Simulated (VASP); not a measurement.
A run of VASP 6.6.1 is set up as follows.

INCAR

```
SYSTEM = TePb
PREC     = Accurate       ! precision mode
ENCUT    = 600            ! plane-wave cutoff, eV
EDIFF    = 1E-7           ! SCF threshold, eV
ISMEAR   = 0              ! smearing method
SIGMA    = 0.03           ! smearing width, eV
LREAL    = .False.        ! projectors in reciprocal space
LASPH    = .True.         ! aspherical terms in the spheres
NELM     = 80             ! most SCF steps
ALGO     = Normal         ! electronic algorithm
ISIF     = 3              ! what is computed and relaxed
LWAVE    = .False.        ! write WAVECAR
LCHARG   = .False.        ! write CHGCAR
IBRION   = 2              ! ionic algorithm
NSW      = 90             ! ionic steps
EDIFFG   = -0.005         ! ionic threshold
```

The input KPOINTS:

```
Automatic mesh
0
Gamma
  8 8 8
  0 0 0
```

File POSCAR:

```
TePb                                    
1.0
   -0.0000000000      3.1927848556      3.1927848556
    3.1927848556     -0.0000000000      3.1927848556
    3.1927848556      3.1927848556      0.0000000000
  Te              Pb            
     1     1
Direct
     0.5000000000000000    0.5000000000000000    0.5000000000000000
     0.0000000000000000    0.0000000000000000    0.0000000000000000
```

Potentials or basis: VASP PAW LDA potentials, release 64 (Te, Pb_d).

Run with:

```sh
$ cat potpaw_LDA.64/Te/POTCAR potpaw_LDA.64/Pb_d/POTCAR > POTCAR
$ mpirun -np 1 vasp_std > vasp.out
```

Task: Predict the band gap on the k mesh.

Result: 0.56 eV, direct.

Final structure:
```cif
data_structure
_symmetry_space_group_name_H-M 'P 1'
_symmetry_Int_Tables_number 1
_cell_length_a 4.5153
_cell_length_b 4.5153
_cell_length_c 4.5153
_cell_angle_alpha 60.000
_cell_angle_beta 60.000
_cell_angle_gamma 60.000
_cell_volume 65.09
loop_
_atom_site_label
_atom_site_type_symbol
_atom_site_fract_x
_atom_site_fract_y
_atom_site_fract_z
_atom_site_occupancy
Te1 Te 0.50000 0.50000 0.50000 1
Pb1 Pb 0.00000 0.00000 0.00000 1
```

Caveat: the relaxation stopped at its first step, so nothing moved; spin-orbit coupling is left out, which as a rule narrows the gap of such compounds by several tenths of an eV. A k mesh can miss the band edges.
